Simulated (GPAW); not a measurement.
CdSe: equation of state with MS2

The system is CdSe.

```xyz
2
Lattice="0.0000 3.0703 3.0703 3.0703 0.0000 3.0703 3.0703 3.0703 0.0000" Properties=species:S:1:pos:R:3 pbc="T T T"
Cd    0.0000    0.0000    0.0000
Se    1.5351    1.5351    1.5351
```

Measurements of this composition are mostly on another form, of space group No. 186.

```
Program             : GPAW 26.7.0
Task                : equation of state
Functional          : MS2
Potentials or basis : GPAW PAW data sets (gpaw-data 1.2.1)
Cutoff              : 600 eV
Basis               : pw
k mesh              : 6 × 6 × 6
Occupations         : fermi-dirac, width 0.05 eV
Spin                : no spin polarisation
```

* Equilibrium volume: 28.55 Å³/atom (rough: see the caveat)
* Bulk modulus: 51 GPa (rough)

Energy against volume, from the lowest point:
```
volume (Å³/atom)  energy (meV/atom)
          27.206              10.82
          27.784               3.22
          28.363               0.00
          28.942               0.69
          29.521               4.86
          30.100              12.15
          30.679              22.40
```

Wall time 4 min on 1 thread of Arm Neoverse V2, on a shared host, peak memory 0.91 GiB.

Caveat: the points scatter about the fit; the PAW data sets were made with another functional, which shifts forces and pressure a little.
